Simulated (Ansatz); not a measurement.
Set up this calculation in Ansatz 0.2.0, as the native input.

```yaml
Task: band structure
Functional: LDA
Potentials_or_basis: all-electron LAPW, scalar-relativistic
Cutoff: 249 eV (chosen from the basis error)
Basis_error_allowed: 0.001 eV/atom
k_mesh: 11 × 11 × 11
Occupations: fermi-dirac, width 0.05 eV
Spin: no spin polarisation
```

The system is Au.

```
Au
1.0
     0.00000    2.03500    2.03500
     2.03500    0.00000    2.03500
     2.03500    2.03500    0.00000
Au
1
Direct
  0.00000 0.00000 0.00000
```

The input as run:

input.yaml

```yaml
crystal:
  lattice:
    - [0.0, 2.035, 2.035]
    - [2.035, 0.0, 2.035]
    - [2.035, 2.035, 0.0]
  atoms:
    - { symbol: Au, position: [0.0, 0.0, 0.0] }
kpoints:
  mp_grid: { grid: [11, 11, 11] }
  band_path:
    path:
      - [0.0, 0.0, 0.0]
      - [0.5, 0.0, 0.5]
      - [0.5, 0.25, 0.75]
      - [0.375, 0.375, 0.75]
      - [0.0, 0.0, 0.0]
      - [0.5, 0.5, 0.5]
      - [0.625, 0.25, 0.625]
      - [0.5, 0.25, 0.75]
    npoints: 12
scf:
  occupations: { method: fermi_dirac, width: 0.05 }
hamiltonian:
  xc: lda
  pseudopotentials: { kind: all_electron, lapw: { basis_error: 0.001 } }
output:
  forces: true
  stress: true
  eigenvalues: true
```

Potentials or basis: all-electron LAPW, scalar-relativistic.

The run is started by

```bash
$ ansatz run input.yaml --threads 1 --pin off --max-ram 3072MiB --backend cpu --events-out ev --progress --plain --runs-dir out
```

It gave:

- Pressure: -3.1 GPa
- Band gap along the path: none (metal or under the smearing width)

Caveat: spin-orbit coupling is left out, which moves the levels of the heavy elements.

Run time: 11 s on 1 thread of Arm Neoverse V1, with other jobs on the host, peak memory 0.27 GiB.
